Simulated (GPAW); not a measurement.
**GaAs (F-43m): G0W0 on several meshes in GPAW**

Aim: the GW shift of GaAs (F-43m) against the k mesh.

Calculated with GPAW 26.7.0; PBE and many-body steps on it, plane waves.

### Step 1. Starting point

Symmetry: F-43m, No. 216, cubic system. Conventional cell: a = 5.654 Å, b = 5.654 Å, c = 5.654 Å, α = 90.00°, β = 90.00°, γ = 90.00°. Ga has 4 As at 2.45 Å nearest. Nearest to As lie 4 Ga at 2.45 Å. Farther neighbours are not listed.

Structure file:

```cif
data_structure
_symmetry_space_group_name_H-M 'P 1'
_symmetry_Int_Tables_number 1
_cell_length_a 3.9978
_cell_length_b 3.9978
_cell_length_c 3.9978
_cell_angle_alpha 60.000
_cell_angle_beta 60.000
_cell_angle_gamma 60.000
_cell_volume 45.18
loop_
_atom_site_label
_atom_site_type_symbol
_atom_site_fract_x
_atom_site_fract_y
_atom_site_fract_z
_atom_site_occupancy
Ga1 Ga 0.00000 0.00000 0.00000 1
As2 As 0.25000 0.25000 0.25000 1
```

The cell and positions come from the Crystallography Open Database and are kept as given unless a step says otherwise.

### Step 2. Empty states on the mesh, 6×6×6 mesh, 681 bands

This step: GPAW 26.7.0; DFT, PBE, plane waves, PAW.

The sums over transitions need many empty states on a uniform mesh; this step solves for them.

Contents of run.py:

```python
import json
import numpy as np
from gpaw.mpi import world
from gpaw import GPAW

calc = GPAW('gs.gpw').fixed_density(kpts={'size': (6, 6, 6), 'gamma': True},
    parallel={'domain': 1, 'band': 1},
    txt='nscf.txt')
calc.diagonalize_full_hamiltonian(nbands=681)
calc.write('full.gpw', mode='all')
res = {}
kpts = calc.get_ibz_k_points()
res['kpts'] = kpts
res['eigenvalues'] = [calc.get_eigenvalues(kpt=k) for k in range(len(kpts))]
res['n_electrons'] = calc.get_number_of_electrons()

if world.rank == 0:
    with open('result.json', 'w') as f:
        json.dump(res, f, default=lambda x: x.tolist())
```

The run is started by

```console
$ mpirun -n 4 gpaw python run.py
```

Numbers of over 12 decimals in the logs are rounded to 6 here.

The log of the run:

```text
Diagonalizing LCAO Hamiltonian
Converting LCAO to pw mode
convergence criteria:
- Maximum integral of absolute [eigenst]ate change: 4e-08 eV^2 / valence electron
maximum number of iterations: 100

SCF iterations
|iter     |     time |      energy | eigst |  dens |
|iter:   1|  |             | +0.85 |       |
|iter:   2|  |             | -0.98 |       |
|iter:   3|  |             | -2.88 |       |
|iter:   4|  |             | -4.64 |       |
|iter:   5|  |             | -5.90 |       |
|iter:   6|  |             | -7.02 |       |
|iter:   7|  |             | -7.72c|       |
SCF steps: 7
  __  _  _
 | _ |_)|_||  |
 |__||  | ||/\| - 26.7.0

Input parameters:
  mode=PW(ecut=450.000000),
  convergence={'density': 1e-06, 'bands': -3},
  gpts=array([20, 20, 20]),
  kpts=MonkhorstPack(size=(6, 6, 6), gamma=True),
  maxiter=100,
  nbands=11,
  occupations=Occupations(name='fermi-dirac', width=0.001, fixmagmom=False),
  parallel={'domain': 1, 'band': 1},
  xc=XC(name='PBE')
Matrix size: 975x975
# Writing to full.gpw (mode='all')
  [... matrices ...]

timing:  # [seconds]
  Total: 5.343  # ━━━━━━━━━━━━━━━━━━━━━━━━━━━━━━━━━━━━━━━━━━━━━━━━━━━━━━━━━━━
```

Wall time 7.6 s (4 MPI ranks of Arm Neoverse V2, shared host); peak memory 1 GiB.

This step gave:

| Property | Result |
| --- | --- |
| gap | 0.5868 eV |
| k of the valence top | 0, 0, 0 |
| k of the conduction bottom | 0, 0, 0 |
| least direct gap | 0.5868 eV |
| k points computed | 16 |
| lowest point of the top converged band, above the valence top | 338.3025 eV |

On this mesh the gap is 0.587 eV.

### Step 3. 6×6×6

G0W0 replaces the xc potential by the self-energy, built once from these orbitals. Only a window of levels is corrected, while the sums run over the empty bands that the input names.

This step: G0W0 on PBE, plane waves, PAW.

Contents of run.py:

```python
import json
import numpy as np
from gpaw.mpi import world
from gpaw.response.g0w0 import G0W0

gw = G0W0('full.gpw',
    filename='gw',
    kpts=[0],
    bands=(2, 6),
    ecut=210,
    nbands=312,
    integrate_gamma='WS',
    ppa=True)
gw.calculate()
res = {mode: {k: v for k, v in r.items() if k != 'sigma_eskwn'}
       for mode, r in gw.all_results.items()}

if world.rank == 0:
    with open('result.json', 'w') as f:
        json.dump(res, f, default=lambda x: x.tolist())
```

The run is started by

```console
$ mpirun -n 4 gpaw python run.py
```

The log of the run:

```text
Using integrator: PointIntegrator
FrequencyGridDescriptor(from 0.000+0.000j to 0.000+27.211j eV, 2 points)
Nonperiodic BCs:  [False False False]
Using integrator: PointIntegrator
FrequencyGridDescriptor(from 0.000+0.000j to 0.000+27.211j eV, 2 points)
Nonperiodic BCs:  [False False False]
  ___  _ _ _
 |   || | | |
 | | || | | |
 |__ ||_____|
 |___|

BZ k-points: Symmetries present (total): 24

  [... matrices ...]
216 k-points: 6 x 6 x 6 Monkhorst-Pack grid + [1/12,1/12,1/12]
16 k-points in the irreducible part of the Brillouin zone
       k-points in crystal coordinates                weights
   0:     0.00000000    0.00000000    0.00000000          1/216
   1:     0.16666667    0.16666667    0.00000000          6/216
   2:     0.16666667    0.16666667    0.16666667          8/216
   3:     0.33333333    0.16666667    0.16666667         12/216
   4:     0.33333333    0.33333333   -0.33333333         12/216
   5:     0.33333333    0.33333333    0.00000000          6/216
   6:     0.33333333    0.33333333    0.16666667         24/216
   7:     0.33333333    0.33333333    0.33333333          8/216
   8:     0.50000000    0.33333333   -0.33333333         24/216
   9:     0.50000000    0.33333333   -0.16666667         12/216
          ...
  15:     0.50000000    0.50000000    0.50000000          4/216

Distributing spins, k-points and bands (1 x 1 x 4) over 4 processes
Number of blocks: 1

Quasi particle states:
k-points (IBZ indices): [0]
Band range: (2, 6)
  [... matrices ...]
Computational parameters:
Plane wave cut-off: 210 eV
Number of bands: 312
Coulomb cutoff: None
Broadening: 0.1 eV

fxc modes: GW
Kernel: RPA
Using Godby-Needs plasmon-pole approximation:
  Fitting energy: i*E0, E0 = 1.000 Hartree
Summing all q:

Calculating screened Coulomb potential
No Coulomb truncation
FrequencyGridDescriptor(from 0.000+0.000j to 0.000+27.211j eV, 2 points)
Removing empty qpoint cache files...

Calculating chi0 body with:
    Ground state adapter containing:
    Number of spins: 1
    Number of kpoints: 216
    Number of irreducible kpoints: 16
    Number of completely occupied states: 4
    Number of partially occupied states: 4
    Occupied states memory: 0.48828125 M / cpu

    Linear response parametrization:
    q_c: [1.3877787807814457e-17, 1.3877787807814457e-17, 1.3877787807814457e-17]
    Number of frequency points: 2
    Planewave cutoff: 210.0
    Number of bands: 312
    Number of planewaves: 331
    Broadening (eta): 1e-06
    comm.size: 4
    kncomm.size: 4
    blockcomm.size: 1

    Memory estimate of potentially large arrays:
        chi0_wGG: 3.343536 M / cpu
Integrating chi0 body.

Symmetries of q_c:
    Direct symmetries (Uq -> q): 24
    Indirect symmetries (TUq -> q): 24
In total 48 allowed symmetries.

  [... matrices ...]
16 groups of equivalent kpoints. 92.592593% reduction.

Integral kind: response function
Integrating chi0 head and wings.

Symmetries of q_c:
    Direct symmetries (Uq -> q): 24
    Indirect symmetries (TUq -> q): 24
In total 48 allowed symmetries.

  [... matrices ...]
16 groups of equivalent kpoints. 92.592593% reduction.

Integral kind: response function wings

Calculating chi0 body with:
    Ground state adapter containing:
    Number of spins: 1
    Number of kpoints: 216
    Number of irreducible kpoints: 16
    Number of completely occupied states: 4
    Number of partially occupied states: 4
[... the further q-points ...]

Results:
f:      Occupation numbers
eps:     KS-eigenvalues [eV]
vxc:     KS vxc [eV]
exx:     Exact exchange [eV]
sigma:   Self-energies [eV]
dsigma:  Self-energy derivatives
Z:       Renormalization factors
qp:      QP-energies [eV]

k-point 0 (0): (0.000, 0.000, 0.000)                GW
band       f     eps     vxc     exx   sigma  dsigma       Z      qp
                                                                   GW
   2   1.000   4.921 -14.823 -16.231   0.720  -0.277   0.783   4.383
   3   1.000   4.921 -14.823 -16.231   0.720  -0.277   0.783   4.383
   4   0.000   5.508 -15.968 -12.075  -3.142  -0.261   0.793   6.103
   5   0.000   8.695 -12.103  -7.793  -4.089  -0.270   0.787   8.869
```

Run time: 3.9 min. Hardware: 4 MPI ranks; peak memory 1.3 GiB; 16 min of CPU time.

Numbers from this step:

* G0W0 gap on the points computed: 1.721 eV
* least direct G0W0 gap on the computed points: 1.721 eV
* Z at the valence top: 0.7830
* Z at the conduction bottom: 0.7927
* starting gap on the mesh: 0.5868 eV
* k of the valence top: 0, 0, 0
* k of the conduction bottom: 0, 0, 0

The gap on the mesh goes from 0.59 eV to 1.72 eV, a correction of +1.13 eV.

### Step 4. Empty states on the mesh, 4×4×4 mesh, 322 bands

This step: DFT, PBE, plane waves, PAW.

Contents of run.py:

```python
import json
import numpy as np
from gpaw.mpi import world
from gpaw import GPAW

calc = GPAW('gs.gpw').fixed_density(kpts={'size': (4, 4, 4), 'gamma': True},
    parallel={'domain': 1, 'band': 1},
    txt='nscf.txt')
calc.diagonalize_full_hamiltonian(nbands=322)
calc.write('full.gpw', mode='all')
res = {}
kpts = calc.get_ibz_k_points()
res['kpts'] = kpts
res['eigenvalues'] = [calc.get_eigenvalues(kpt=k) for k in range(len(kpts))]
res['n_electrons'] = calc.get_number_of_electrons()

if world.rank == 0:
    with open('result.json', 'w') as f:
        json.dump(res, f, default=lambda x: x.tolist())
```

The run is started by

```console
$ mpirun -n 4 gpaw python run.py
```

The log of the run:

```text
Diagonalizing LCAO Hamiltonian
Converting LCAO to pw mode
convergence criteria:
- Maximum integral of absolute [eigenst]ate change: 4e-08 eV^2 / valence electron
maximum number of iterations: 100

SCF iterations
|iter     |     time |      energy | eigst |  dens |
|iter:   1|  |             | +0.90 |       |
|iter:   2|  |             | -1.13 |       |
|iter:   3|  |             | -2.87 |       |
|iter:   4|  |             | -4.47 |       |
|iter:   5|  |             | -5.56 |       |
|iter:   6|  |             | -6.61 |       |
|iter:   7|  |             | -7.26 |       |
|iter:   8|  |             | -8.31c|       |
SCF steps: 8
  __  _  _
 | _ |_)|_||  |
 |__||  | ||/\| - 26.7.0

Input parameters:
  mode=PW(ecut=450.000000),
  convergence={'density': 1e-06, 'bands': -3},
  gpts=array([20, 20, 20]),
  kpts=MonkhorstPack(size=(4, 4, 4), gamma=True),
  maxiter=100,
  nbands=11,
  occupations=Occupations(name='fermi-dirac', width=0.001, fixmagmom=False),
  parallel={'domain': 1, 'band': 1},
  xc=XC(name='PBE')
Matrix size: 982x982
# Writing to full.gpw (mode='all')
  [... matrices ...]

timing:  # [seconds]
  Total: 2.207  # ━━━━━━━━━━━━━━━━━━━━━━━━━━━━━━━━━━━━━━━━━━━━━━━━━━━━━━━━━━━
```

Run time: 4.5 s. Hardware: 4 MPI ranks; peak memory 0.92 GiB.

This step gave:

```yaml
gap: 0.5868 eV
k_of_the_valence_top: 0, 0, 0
k_of_the_conduction_bottom: 0, 0, 0
least_direct_gap: 0.5868 eV
k_points_computed: 8
lowest_point_of_the_top_converged_band_above_the_valence_top: 197.6107 eV
```

On this mesh the gap is 0.587 eV.

### Step 5. 4×4×4

This step: G0W0 on PBE, plane waves, PAW.

Contents of run.py:

```python
import json
import numpy as np
from gpaw.mpi import world
from gpaw.response.g0w0 import G0W0

gw = G0W0('full.gpw',
    filename='gw',
    kpts=[0],
    bands=(2, 6),
    ecut=210,
    nbands=312,
    integrate_gamma='WS',
    ppa=True)
gw.calculate()
res = {mode: {k: v for k, v in r.items() if k != 'sigma_eskwn'}
       for mode, r in gw.all_results.items()}

if world.rank == 0:
    with open('result.json', 'w') as f:
        json.dump(res, f, default=lambda x: x.tolist())
```

The run is started by

```console
$ mpirun -n 4 gpaw python run.py
```

The log of the run:

```text
Using integrator: PointIntegrator
FrequencyGridDescriptor(from 0.000+0.000j to 0.000+27.211j eV, 2 points)
Nonperiodic BCs:  [False False False]
Using integrator: PointIntegrator
FrequencyGridDescriptor(from 0.000+0.000j to 0.000+27.211j eV, 2 points)
Nonperiodic BCs:  [False False False]
  ___  _ _ _
 |   || | | |
 | | || | | |
 |__ ||_____|
 |___|

BZ k-points: Symmetries present (total): 24

  [... matrices ...]
64 k-points: 4 x 4 x 4 Monkhorst-Pack grid + [1/8,1/8,1/8]
8 k-points in the irreducible part of the Brillouin zone
       k-points in crystal coordinates                weights
   0:     0.00000000    0.00000000    0.00000000          1/64
   1:     0.25000000    0.25000000    0.00000000          6/64
   2:     0.25000000    0.25000000    0.25000000          8/64
[...]
6:     0.50000000    0.50000000    0.25000000         24/64
   7:     0.50000000    0.50000000    0.50000000          4/64

Distributing spins, k-points and bands (1 x 1 x 4) over 4 processes
Number of blocks: 1

Quasi particle states:
k-points (IBZ indices): [0]
Band range: (2, 6)
  [... matrices ...]
Computational parameters:
Plane wave cut-off: 210 eV
Number of bands: 312
Coulomb cutoff: None
Broadening: 0.1 eV

fxc modes: GW
Kernel: RPA
Using Godby-Needs plasmon-pole approximation:
  Fitting energy: i*E0, E0 = 1.000 Hartree
Summing all q:

Calculating screened Coulomb potential
No Coulomb truncation
FrequencyGridDescriptor(from 0.000+0.000j to 0.000+27.211j eV, 2 points)
Removing empty qpoint cache files...

Calculating chi0 body with:
    Ground state adapter containing:
    Number of spins: 1
    Number of kpoints: 64
    Number of irreducible kpoints: 8
    Number of completely occupied states: 4
    Number of partially occupied states: 4
    Occupied states memory: 0.48828125 M / cpu

    Linear response parametrization:
    q_c: [0.0, 0.0, 0.0]
    Number of frequency points: 2
    Planewave cutoff: 210.0
    Number of bands: 312
    Number of planewaves: 331
    Broadening (eta): 1e-06
    comm.size: 4
    kncomm.size: 4
    blockcomm.size: 1

    Memory estimate of potentially large arrays:
        chi0_wGG: 3.343536 M / cpu
Integrating chi0 body.

Symmetries of q_c:
    Direct symmetries (Uq -> q): 24
    Indirect symmetries (TUq -> q): 24
In total 48 allowed symmetries.

  [... matrices ...]
8 groups of equivalent kpoints. 87.5% reduction.

Integral kind: response function
Integrating chi0 head and wings.

Symmetries of q_c:
    Direct symmetries (Uq -> q): 24
    Indirect symmetries (TUq -> q): 24
In total 48 allowed symmetries.

  [... matrices ...]
8 groups of equivalent kpoints. 87.5% reduction.

Integral kind: response function wings

Calculating chi0 body with:
    Ground state adapter containing:
    Number of spins: 1
    Number of kpoints: 64
    Number of irreducible kpoints: 8
    Number of completely occupied states: 4
    Number of partially occupied states: 4
    Occupied states memory: 0.48828125 M / cpu

    Linear response parametrization:
[... the further q-points ...]

Results:
f:      Occupation numbers
eps:     KS-eigenvalues [eV]
vxc:     KS vxc [eV]
exx:     Exact exchange [eV]
sigma:   Self-energies [eV]
dsigma:  Self-energy derivatives
Z:       Renormalization factors
qp:      QP-energies [eV]

k-point 0 (0): (0.000, 0.000, 0.000)                GW
band       f     eps     vxc     exx   sigma  dsigma       Z      qp
                                                                   GW
   2   1.000   4.921 -14.823 -16.496   0.952  -0.273   0.785   4.354
   3   1.000   4.921 -14.823 -16.496   0.952  -0.273   0.785   4.354
   4   0.000   5.508 -15.968 -11.695  -3.490  -0.260   0.794   6.129
   5   0.000   8.695 -12.103  -7.721  -4.161  -0.265   0.790   8.870
```

Wall time 62 s (4 MPI ranks); peak memory 1.2 GiB; 4.2 min of CPU time.

This step gave:

| Quantity | Value |
| --- | --- |
| G0W0 gap on the points computed | 1.775 eV |
| least direct G0W0 gap on the computed points | 1.775 eV |
| Z at the valence top | 0.7853 |
| Z at the conduction bottom | 0.7935 |
| starting gap on the mesh | 0.5868 eV |
| k of the valence top | 0, 0, 0 |
| k of the conduction bottom | 0, 0, 0 |

Against G0W0 in GPAW (6×6×6 mesh, 312 bands, screening to 210 eV, Godby-Needs plasmon pole), the gap moves by +0.054 eV.

### Step 6. The runs together

Times are wall times on 4 MPI ranks of Arm Neoverse V2, shared host, good to a factor of about two.

| run | mesh | bands | screening cutoff (eV) | DFT gap (eV) | gap on the mesh (eV) | direct (eV) | time |
| --- | --- | --- | --- | --- | --- | --- | --- |
| 6×6×6 | 6×6×6 | 312 | 210 | 0.587 | 1.721 | 1.721 | 3.9 min |
| 4×4×4 | 4×4×4 | 312 | 210 | 0.587 | 1.775 | 1.775 | 62 s |

### Step 7. Results

* 6×6×6: 1.721 eV
* 4×4×4: 1.775 eV
* known limits: not at the basis limit; no spin-orbit coupling; coarse k mesh

**Reading.** 4×4×4: +0.054 eV against 6×6×6. Bands and cutoff are finite, so the gap is not at the basis limit. The miss can reach some tenths of an eV and take either sign; the mesh is an error of its own. These stock PAW sets were not made for GW; the filled d or f shell of As and Ga lies in the frozen core, which bears on start and correction. In the G0W0 runs levels were corrected at 1 k point alone, so a gap called «on the mesh» is the least over those, and an edge elsewhere would be missed. The 6×6×6 mesh is coarse for this cell, which bears on the long-range parts of exchange and screening. The many-body steps are scalar-relativistic: spin-orbit coupling is not in them.

[Paths, hosts, dates, memory and timing lines, banners, echoed tables and standing remarks are left out of the program output.]

[Logs are printed without paths, hosts, clocks, repeated set-up lines and the standing remarks that a program may print on its own settings, such as how far it seeks lower states.]

[Runs of the session that timed out or met a known fault of the program may be left out.]

[Hosts, paths, dates, database ids (printed as entryN), source tags and the programs' standing remarks are cut or masked in the printed files.]
